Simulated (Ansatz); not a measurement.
AlN:

```xyz
2
Lattice="0.0000 2.1840 2.1840 2.1840 0.0000 2.1840 2.1840 2.1840 0.0000" Properties=species:S:1:pos:R:3 pbc="T T T"
Al    0.0000    0.0000    0.0000
N     1.0920    1.0920    1.0920
```

Measurements of this composition are mostly on another form, of space group No. 186.

Base run:

| Item | Value |
| --- | --- |
| Program | Ansatz 0.2.0 |
| Functional | HF |
| Potentials or basis | Ansatz PAW |
| Cutoff | 420 eV (not typed: the program's choice for these potentials) |
| k mesh | 6 × 6 × 6 |
| Occupations | fermi-dirac, width 0.05 eV |
| Spin | no spin polarisation |

Its results: band gap on the k mesh 12.07 eV, indirect (least direct gap 13.54 eV); pressure -1.2 GPa.

After a change of settings the same cell gave: band gap on the k mesh 7.75 eV, indirect (least direct gap 8.84 eV); pressure -3.0 GPa. Which change was it?
A. functional from HF to BPBE; k mesh from 6 × 6 × 6 to 10 × 10 × 10
B. functional from HF to PBE; k mesh from 6 × 6 × 6 to 5 × 5 × 5
C. functional from HF to PBE
D. functional from HF to BHLYP

D.

Caveats: the PAW data sets come from PBE, with cores solved anew for the run's functional, which leaves a small shift of forces and pressure; the thresholds are loose for stress.
